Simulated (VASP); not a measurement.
Given:

```
Sb2Te3
1.0
    4.25117     0.00000     0.00000
   -2.12559     3.68163     0.00000
    0.00000     0.00000    29.55394
Sb Te
6 9
Direct
  0.33333   0.66667   0.06567
  0.33333   0.66667   0.26767
  0.00000   0.00000   0.39900
  0.00000   0.00000   0.60100
  0.66667   0.33333   0.73233
  0.66667   0.33333   0.93433
  0.00000   0.00000   0.00000
  0.00000   0.00000   0.21300
  0.66667   0.33333   0.12033
  0.66667   0.33333   0.33333
  0.66667   0.33333   0.54633
  0.33333   0.66667   0.45367
  0.33333   0.66667   0.66667
  0.33333   0.66667   0.87967
  0.00000   0.00000   0.78700
```

These are LDA (Ceperley-Alder, Perdew-Zunger), VASP's LDA PAW potentials (set 64) (plane waves; VASP) values and carry that method's errors. Settings: PREC = Normal, EDIFF = 1E-5, 400 eV cut-off, 8×8×1 Γ-centred mesh, Gaussian smearing of 0.050 eV, potentials Sb Te.

Question: The ions are relaxed. Give the cell that the relaxation ends in.

Answer: 
```
Sb2Te3
1.0
    4.25117     0.00000     0.00000
   -2.12559     3.68163     0.00000
    0.00000     0.00000    29.55394
Sb Te
6 9
Cartesian
  0.00000   2.45442   1.94639
  0.00000   2.45442   7.90494
  0.00000   0.00000  11.79769
  0.00000   0.00000  17.75625
  2.12559   1.22721  21.64899
  2.12559   1.22721  27.60755
  0.00000   0.00000   0.00000
  0.00000   0.00000   6.19920
  2.12559   1.22721   3.65210
  2.12559   1.22721   9.85130
  2.12559   1.22721  16.05051
  0.00000   2.45442  13.50343
  0.00000   2.45442  19.70263
  0.00000   2.45442  25.90184
  0.00000   0.00000  23.35473
```
Space group R-3m (166), at a tolerance of 0.03 Å.

Question: How much energy does the relaxation gain?

Answer: The energy (σ→0) changes by -10.6 meV/atom, in 8 ionic steps.

The compound is Sb2Te3 in the tetradymite structure. This run relaxes the ions in a fixed cell. Symmetry was kept, so distortions that lower it aren't found.
